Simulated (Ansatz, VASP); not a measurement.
**EuS in VASP and in Ansatz**

```
CELL_PARAMETERS angstrom
0.00000 2.97850 2.97850
2.97850 0.00000 2.97850
2.97850 2.97850 0.00000
ATOMIC_POSITIONS crystal
Eu 0.50000 0.50000 0.50000
S 0.00000 0.00000 0.00000
```

Alike in both runs: task single point; functional LDA; k mesh 6 × 6 × 6; occupations gaussian, width 0.05 eV; collinear spin; Hubbard terms Eu f U = 8.0 eV, J = 0.9 eV.

|  | VASP | Ansatz |
| --- | --- | --- |
| version | VASP 6.6.1 | Ansatz 0.2.0 |
| potentials or method | VASP PAW PBE potentials, release 64 (Eu, S) | scalar-relativistic, plane waves, PAW |
| plane-wave cutoff (eV) | 520 | 420 |
| valence electrons in the cell | 23 | 23 |

```tsv
	VASP	Ansatz	Ansatz less VASP
gap on the k mesh at the Fermi level (eV)	0.55	0.78	+0.230
least direct gap on the mesh (eV)	0.88	1.27	+0.394
pressure (GPa)	-3.4	-3.8	-0.46
net moment per atom (μB)	3.50	3.50	0.000
size of the moment on the site where the two differ most (μB)	6.75	6.86	+0.108
```

Site moments also hang on the region over which each program counts them. The programs project onto different local orbitals, so the same U acts differently. Ansatz warned: «specified_occupation_not_kept».

Caveats: the PAW data sets were made with another functional, which shifts forces and pressure a little (VASP); spin-orbit coupling is left out, which moves the levels of the heavy elements; a cell with one magnetic atom can't hold antiferromagnetic order, which such compounds often take. The state reached can hang on the start; a lower one may exist. A k mesh can miss the band edges.
